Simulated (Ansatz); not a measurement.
Si:

```xyz
2
Lattice="4.1209 0.0000 0.0000 -2.0605 3.5688 0.0000 0.0000 0.0000 2.6548" Properties=species:S:1:pos:R:3 pbc="T T T"
Si    0.0000    2.3792    1.3274
Si    2.0605    1.1896    1.3274
```

The cell was built by a generator and needn't be a form met in nature.

Base run:

| Property | Result |
| --- | --- |
| Program | Ansatz 0.2.0 |
| Functional | RPBE |
| Potentials or basis | Ansatz PAW |
| Cutoff | 420 eV (not typed: the program's choice for these potentials) |
| k mesh | 8 × 8 × 10 |
| Occupations | fermi-dirac, width 0.05 eV |
| Spin | no spin polarisation |

Its results: band gap on the k mesh none (metal or under the smearing width); pressure 1.4 GPa.

Task: The run is repeated on the same cell with these changes: functional from RPBE to r2SCAN; cutoff from 420 eV (not typed: the program's choice for these potentials) to 500 eV (not typed: the program's choice for these potentials). What comes out?

Result: Band gap on the k mesh none (metal or under the smearing width); pressure -1.1 GPa.

Caveats: the PAW data sets come from PBE, with cores solved anew for the run's functional, which leaves a small shift of forces and pressure.
